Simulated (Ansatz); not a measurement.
Runs of Ansatz 0.2.0 on KF (Carobbiite). The structure is cubic, space group Fm-3m (No. 225). The conventional cell has a = 5.344 Å, b = 5.344 Å, c = 5.344 Å, α = 90.00°, β = 90.00°, γ = 90.00°. Around K (site symmetry m-3m) lie 6 F at 2.67 Å. F (site symmetry m-3m) has 6 K at 2.67 Å as nearest neighbours. 

```csv
level,potentials or basis,spin,cell,k mesh,cutoff (eV),smearing,driver,other keys,gap on the mesh (eV),pressure (GPa),moment (μB),largest force (eV/Å)
LDA,JTH PAW LDA,off,"atoms moved at random, drawn with an rms of 0.05 Å",7 × 7 × 7,1500,cold 0.1 eV,-,-,5.80,-3.0,-,0.16
LDA,JTH PAW LDA,off,"atoms moved at random, drawn with an rms of 0.05 Å",7 × 7 × 7,1500,cold 0.1 eV,calculator,-,5.80,-3.0,-,0.16
BLYP+D3(BJ)+ATM,Ansatz PAW accurate,"collinear, ferromagnetic start","atoms moved at random, drawn with an rms of 0.1 Å",7 × 7 × 7,1300,gaussian 0.02 eV,calculator,basis.ecutrho_ratio = 9; scf.eigensolver.kind = davidson,6.22,-0.7,0.00,0.08
LDA,JTH PAW LDA,"non-collinear, ferromagnetic start",as given,9 × 9 × 9,1500,methfessel-paxton 0.01 eV,chain,basis.xc_grid = 1; basis.ecutrho_ratio = 6; …,5.80,(b),0.00,-
LDA,PseudoDojo LDA,off,volume scaled by 1.25,9 × 9 × 9,1143,cold 0.05 eV,calculator,scf.n_extra_bands = 32,4.84,(a),-,-
PBE+D3(BJ),Ansatz PAW,"non-collinear, random start",as given,9 × 9 × 9,420,tetrahedron,chain,-,6.18,0.1,0.00,-
```

Alike in all rows: task single point.

**Question.** Fill in the values left out.

**Answer.** (a) -6.4; (b) -3.3.

Caveats: odd divisions of the mesh miss points on the zone boundary, where band edges often lie, so the gap on the mesh can be too wide; the starting moments weren't kept (some runs); the potentials were made for another functional, which shifts forces and pressure (some runs); with tetrahedron occupations forces and stress needn't match the slope of the energy (some runs).

A k mesh can miss the band edges.
